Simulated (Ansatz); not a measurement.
CuI (Marshite):

```xyz
2
Lattice="0.0000 3.0315 3.0315 3.0315 0.0000 3.0315 3.0315 3.0315 0.0000" Properties=species:S:1:pos:R:3 pbc="T T T"
I     0.0000    0.0000    0.0000
Cu    4.5473    4.5473    4.5473
```

Program: Ansatz 0.2.0. Alike in all runs: cell as given.

Problem. Order these runs on this cell by their band gap on the k mesh, lowest first.
A. level r2SCAN; potentials or basis Ansatz PAW; spin SOC, no magnetisation; k mesh 5 × 5 × 5; cutoff (eV) 500; smearing cold 0.15 eV; other keys hamiltonian.xc = r2scan; mesh quality not flagged
B. level B3LYP5+D4; potentials or basis Ansatz PAW earlier set; spin collinear, program default start; k mesh 4 × 4 × 4; cutoff (eV) 700; smearing gaussian 0.02 eV; mesh quality coarse
C. level PBEsol+U; potentials or basis Ansatz PAW; spin off; U Cu d U = 6.2 eV; k mesh 8 × 8 × 8; cutoff (eV) 420; smearing tetrahedron; points for each segment of the path 14; hubbard projectors ortho-atomic (the default); double counting fll (the default); mesh quality not flagged

Solution. A (1.47 eV), C (1.98 eV), B (2.92 eV).

Caveats: some runs use coarse meshes; spin-orbit coupling is left out, which moves the levels of the heavy elements (some runs); the magnetic or orbital state may not be the lowest (some runs); with tetrahedron occupations forces and stress needn't match the slope of the energy (some runs); odd divisions of the mesh miss points on the zone boundary, where band edges often lie, so the gap on the mesh can be too wide (some runs).
